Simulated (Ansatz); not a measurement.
CdSe: pressure against volume per atom

Results calculated with Ansatz 0.2.0, not measured. Density functional stress and forces at fixed atoms, pressure and stress positive in compression, spin-unpolarised plane waves.

Cell of the first row (space group P6_3mc, No. 186):
```
CdSe
1.0
      4.1671     0.0000     0.0000
     -2.0835     3.6088     0.0000
      0.0000     0.0000     6.7936
Cd Se
2 2
Direct
  0.33333 0.66667 -0.00034
  0.66667 0.33333 0.49966
  0.33333 0.66667 0.37534
  0.66667 0.33333 0.87534
```

Settings of every row: periodic directions 3; functional r2SCAN; spin orbit yes; potentials PAW; wave cutoff 500 eV; k mesh 12x12x4; smearing width 0.02 eV.

| row | volume per atom (Å³) | pressure (GPa) |
| --- | --- | --- |
| 1 | 25.541 | 8.25 |
| 2 | 26.347 | 5.72 |
| 3 | 27.171 | 3.52 |
| 4 | 28.011 | 1.61 |
| 5 | 28.868 | -0.04 |
| 6 | 29.743 | ? |
| 7 | 30.635 | -2.7 |
| 8 | 31.545 | -3.75 |
| 9 | 32.473 | -4.65 |

Question: what pressure should row 6 give?

Worked fit of pressure. Take u = (V_r/V)^(2/3) − 1 with V_r = 28.439 Å³ an atom, which is twice the finite (Eulerian) strain; such expansions in the strain, on which the Birch-Murnaghan equation of state is built, carry the rest volume and the bulk modulus. The shown rows have u = 0.07428, 0.05226, 0.03087, 0.01016, -0.00993, -0.04838, -0.06677, -0.08463. Least squares give pressure = 0.751 + 82.17 × u + 236 × u² + 226 × u³ GPa; a parabola predicts inner rows, each left out in turn, worse (root mean square 0.027 against 0.0026 GPa). All shown rows lie on it to the printed digit. The pressure vanishes at u = -0.0094, or V = 28.84 Å³ an atom, and there the bulk modulus with atoms relaxed is B = −V dP/dV = (2/3)(1 + u) dP/du = 51.4 GPa. The withheld row has u = -0.02945, so the fit gives 0.751 + 82.17 × (-0.02945) + 236 × (-0.02945)² + 226 × (-0.02945)³ = -1.47 GPa.

The calculation gave -1.47 GPa. The fit meets it to the printed digit.
